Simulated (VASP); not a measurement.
A run of VASP 6.6.1:

INCAR

```
SYSTEM = BaTiO3
PREC = Accurate
ENCUT = 520
EDIFF = 1E-6
ISMEAR = 0
SIGMA = 0.014
LREAL = .False.
LASPH = .True.
NELM = 80
ALGO = Fast
ISIF = 2
LWAVE = .False.
LCHARG = .True.
GGA = PE
LELF = .True.
LVHAR = .True.
NBANDS = 28
```

KPOINTS

```
regular mesh
0
Gamma
  7 7 7
  0 0 0
```

POSCAR

```
BaTiO3
1.0
    3.9998000000      0.0000000000      0.0000000000
    0.0000000000      3.9998000000      0.0000000000
    0.0000000000      0.0000000000      4.0180000000
Ba Ti O
1 1 3
Direct
    0.0000000000      0.0000000000      0.0000000000
    0.5000000000      0.5000000000      0.4900000000
    0.0000000000      0.5000000000      0.5170000000
    0.5000000000      0.0000000000      0.5170000000
    0.5000000000      0.5000000000      0.0190000000
```

Potentials or basis: VASP PAW PBE potentials, release 64 (Ba_sv, Ti_sv, O).

Command:

```console
$ cat potpaw_PBE.64/Ba_sv/POTCAR potpaw_PBE.64/Ti_sv/POTCAR potpaw_PBE.64/O/POTCAR > POTCAR
$ mpirun -np 1 vasp_std > vasp.out
```

Hardware: 1 thread of AMD EPYC 9R45 96-Core Processor (Zen 5), with other jobs on the host.

**Question.** How long does it take, and how much memory?

**Answer.** Run time: 110 s on 1 thread of AMD EPYC 9R45 96-Core Processor (Zen 5), on a shared host, peak memory 0.18 GiB. Counts: scf iterations 37, k points 40.
